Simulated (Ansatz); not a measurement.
# Ge: the cost of one run

Computed with Ansatz 0.2.0 (DFT PBEsol, scalar-relativistic, plane waves, PAW, unless a step's input says otherwise).

### 1 The system as given

It takes space group P6_3/mmc (No. 194, hexagonal). Conventional cell: a = 3.997 Å, b = 3.997 Å, c = 6.596 Å, α = 90.00°, β = 90.00°, γ = 120.00°. Ge (site symmetry 3m) has 4 Ge at 2.45 to 2.47 Å in its first shell of neighbours.

Structure file:

```xyz
4
Lattice="3.9970 0.0000 0.0000 -1.9985 3.4615 0.0000 0.0000 0.0000 6.5964" Properties=species:S:1:pos:R:3 pbc="T T T"
Ge    1.9985    1.1538    0.4150
Ge    0.0000    2.3077    3.7132
Ge    1.9985    1.1538    2.8832
Ge    0.0000    2.3077    6.1814
```

It goes back to an entry of the Materials Project, which need not be the stable form.

This cell was relaxed beforehand with the same method: volume 22.82 Å³/atom, gap on the mesh none (metal).

### 2 The undisturbed cell

Input file input.yaml:

```yaml
crystal:
  lattice:
    - [3.9969678642, 0.0, 0.0]
    - [-1.9984839321, 3.4614757085, 0.0]
    - [0.0, 0.0, 6.596365133]
  atoms:
    - { symbol: Ge, position: [0.6666666667, 0.3333333333, 0.0629118565] }
    - { symbol: Ge, position: [0.3333333333, 0.6666666667, 0.5629118565] }
    - { symbol: Ge, position: [0.6666666667, 0.3333333333, 0.4370881435] }
    - { symbol: Ge, position: [0.3333333333, 0.6666666667, 0.9370881435] }
basis:
  ecutwfc: 420
kpoints:
  mp_grid: { grid: [12, 12, 6] }
hamiltonian:
  xc: pbesol
scf:
  occupations: { method: gaussian, width: 0.15 }
output:
  forces: true
  stress: true
  eigenvalues: true
```

On the command line:

```
$ ansatz run input.yaml --threads 2 --pin off --max-ram 5120MiB --backend cpu --events-out ev --progress --plain --runs-dir out
```

**Question.** How long does this run take on 2 threads of AMD EPYC 7R43 (Zen 3), shared host, and how much memory does it need?

About 5 s, with a peak of 0.52 GiB.
